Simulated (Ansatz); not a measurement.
Reactions of AlFGeH4 (`[F][AlH][GeH3]`).

Gas-phase electronic energies from Ansatz, PBE0-D4/def2-TZVP geometries. CBS: MP2 limit from def2 TZ/QZ plus the TZ coupled-cluster correction, frozen cores. This one scheme is used for every species. Double bonds are as drawn, so ΔE can hold a change between cis and trans. DFT in def2-TZVPP. def2 core potentials past Kr. For Ge, Te outer-core shells are correlated without core-valence functions, which leaves a few kJ/mol of doubt a bond. Scalar relativity is left out up to krypton. Each species was taken in one conformer, which may not be the lowest.

```tsv
reaction	CCSD(T)/CBS(def2) (kJ/mol)
`[F][AlH][GeH3]` + `CC(C)N` → `CC(C)[NH][AlH][F]` + GeH₄	?
`[F][AlH][GeH3]` + `[GeH3][TeH]` → `[GeH3][Te][GeH3]` + `[F][AlH2]`	-43
`[F][AlH][GeH3]` + `N=CBO` → `OB/C=[N]/[GeH3]` + `[F][AlH2]`	?
`[F][AlH][GeH3]` + `O[SiH](O)F` → `O[SiH](F)[O][GeH3]` + `[F][AlH2]`	-10
`[F][AlH][GeH3]` + `C=C(O)[SiH3]` → `C=C([SiH3])[O][AlH][F]` + GeH₄	?
`[F][AlH][GeH3]` + acetic acid → `CC(=O)[O][GeH3]` + `[F][AlH2]`	-4
`[F][AlH][GeH3]` + `CC=N` → `C/C=[N]\[GeH3]` + `[F][AlH2]`	37
`[F][AlH][GeH3]` + `O[SiH2]OBF` → `F[BH][AlH][F]` + `O[SiH2][O][GeH3]`	184
`[F][AlH][GeH3]` + `F[SiH3]` → `F[SiH2][AlH][GeH3]` + H–F	194
`[F][AlH][GeH3]` + `O[SiH2]O` → `O[SiH2][O][GeH3]` + `[F][AlH2]`	-6
```

Question: Fill in the missing values. (An estimate is asked.)

Answer: Computed: `[F][AlH][GeH3]` + `CC(C)N` → `CC(C)[NH][AlH][F]` + GeH₄: -69.5 kJ/mol; `[F][AlH][GeH3]` + `N=CBO` → `OB/C=[N]/[GeH3]` + `[F][AlH2]`: +43.9 kJ/mol; `[F][AlH][GeH3]` + `C=C(O)[SiH3]` → `C=C([SiH3])[O][AlH][F]` + GeH₄: -110.9 kJ/mol.

Largest T1 diagnostic: 0.015, for `CC(=O)O`.
